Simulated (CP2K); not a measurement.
Zn:

```
Zn
1.0
     2.67000    0.00000    0.00000
    -1.33500    2.31229    0.00000
     0.00000    0.00000    4.96600
Zn
2
Direct
  0.66667 0.33333 0.75000
  0.33333 0.66667 0.25000
```

Base run:

```yaml
Program: CP2K 2026.2
Functional: r2SCAN
Potentials_or_basis: POTENTIAL_UZH Zn GTH-SCAN-q12; TZVP-MOLOPT-SCAN-GTH basis
Density_cutoff: 9184 eV
k_mesh: 11 × 11 × 6
Occupations: fermi-dirac, width 0.05 eV
Spin: no spin polarisation
```

Its results: band gap on the k mesh none (metal or under the smearing width); pressure -5.9 GPa.

Q: The run is repeated on the same cell with these changes: dispersion from none to rVV10. What comes out?

A: Band gap on the k mesh none (metal or under the smearing width); pressure -6.9 GPa.

Dispersion adds attraction, which lowers the pressure at fixed volume.

Caveats: the basis of atomic orbitals isn't converged, which shifts pressures, moduli and gaps.
